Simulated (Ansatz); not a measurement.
# Cd (Fm-3m)

All numbers below come from DFT PBE, scalar-relativistic, plane waves, PAW (Ansatz).

Settings: cutoff 420 eV, Γ-centred mesh 16×16×16 on the computed 1-atom cell, Gaussian smearing of 0.10 eV; no spin polarisation.

The structure is relaxed at this level of theory with its symmetry kept. This fcc form isn't the element's structure at ambient conditions.

```yaml
crystal:
  lattice:
    - [0.00000, 2.25415, 2.25415]
    - [2.25415, 0.00000, 2.25415]
    - [2.25415, 2.25415, 0.00000]
  atoms:
    - { symbol: Cd, position: [0.00000, 0.00000, 0.00000] }
```

- Space group: Fm-3m (No. 225)
- Volume per atom: 22.91 Å³
- Formation energy from the elements' standard states (uncorrected): +0.010 eV/atom
- Kohn–Sham band gap: none (metal)
- Density of states at the Fermi level: 0.37 states/eV per cell
- Bulk modulus: 42 GPa
- Its pressure derivative: 5.5
- Bader charges (e): Cd (1 in the cell) 0.00